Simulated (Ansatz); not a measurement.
**Deforming LuH2**

```xyz
3
Lattice="0.0000 2.5165 2.5165 2.5165 0.0000 2.5165 2.5165 2.5165 0.0000" Properties=species:S:1:pos:R:3 pbc="T T T"
Lu    0.0000    0.0000    0.0000
H     1.2583    1.2583    1.2583
H     3.7748    3.7748    3.7748
```

Atom numbers follow the list: Lu1, H2, H3.

The geometry is COD entry 9009021, unchecked; take it as a test cell.

Spin–orbit coupling is left out, though it moves levels of the heavy atoms by tenths of an eV or more.

Computed with Ansatz 0.2.0, DFT, LDA, all-electron LAPW, scalar-relativistic.

Sampling and basis: a Γ-centred 8×8×8 k mesh, Fermi–Dirac smearing of 0.02 eV, basis error target 1 meV/atom, no spin polarisation.

The unchanged cell is at -6.75 GPa.

In a metal, stresses and small energies carry noise from the k mesh.

x, y and z are the Cartesian axes of the cell as listed; fractional coordinates follow a strain, and an engineering shear is twice the off-diagonal strain component.

Question: With this change (equal xy, yz and zx engineering shear strains of -2 %), what becomes of the energy and stress and forces?

Answer: Energy change +4 meV/atom; stress change (xx, yy, zz, yz, xz, xy) 0.15, 0.15, 0.15, 1.91, 1.91, 1.91 GPa, compression positive; change of the force on H2 (0.070, 0.070, 0.070) eV/Å.

With equal xy, yz and zx engineering shear strains of -1 %: energy change under 1 meV/atom; stress change (xx, yy, zz, yz, xz, xy) 0.04, 0.04, 0.04, 0.92, 0.92, 0.92 GPa, compression positive; change of the force on H3 (-0.033, -0.033, -0.033) eV/Å.

Question: With this change (equal xy, yz and zx engineering shear strains of +1 %), what becomes of the energy and stress and forces?

Answer: Energy change under 1 meV/atom; stress change (xx, yy, zz, yz, xz, xy) 0.04, 0.04, 0.04, -0.87, -0.87, -0.87 GPa, compression positive; change of the force on H2 (-0.030, -0.030, -0.030) eV/Å.

With equal xy, yz and zx engineering shear strains of +2 %: energy change +3 meV/atom; stress change (xx, yy, zz, yz, xz, xy) 0.14, 0.14, 0.14, -1.69, -1.69, -1.69 GPa, compression positive; change of the force on H2 (-0.057, -0.057, -0.057) eV/Å.
